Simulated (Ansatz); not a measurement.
## Moving the functional in NbAs

```cif
data_structure
_symmetry_space_group_name_H-M 'I4_1md'
_symmetry_Int_Tables_number 109
_cell_length_a 3.4517
_cell_length_b 3.4517
_cell_length_c 11.6800
_cell_angle_alpha 90.000
_cell_angle_beta 90.000
_cell_angle_gamma 90.000
_cell_volume 139.16
loop_
_atom_site_label
_atom_site_type_symbol
_atom_site_symmetry_multiplicity
_atom_site_Wyckoff_symbol
_atom_site_fract_x
_atom_site_fract_y
_atom_site_fract_z
_atom_site_occupancy
Nb1 Nb 4 a 0.00000 0.50000 0.75000 1
As1 As 4 a 0.00000 0.50000 0.16600 1
```

Kept alike: task band structure; k mesh 11 × 11 × 11; occupations fermi-dirac, width 0.05 eV; no spin polarisation. Program: Ansatz, all-electron LAPW, scalar-relativistic. The mesh is that of the run's cell of 4 atoms. No spin-orbit coupling.

| run | pressure (GPa) |
| --- | --- |
| A | -2.34 |
| B | -5.53 |
| C | 3.28 |

Pressure is positive in compression. For a metal such a mesh leaves the last digits unconverged.

Q: The runs differ in the functional alone: LDA; PBE; PBEsol. Which run is which?

A: Run A is PBEsol; run B is LDA; run C is PBE. The pressure runs from -5.53 (LDA) to 3.28 GPa (PBE). From PBE: LDA -8.81; PBEsol -5.62.
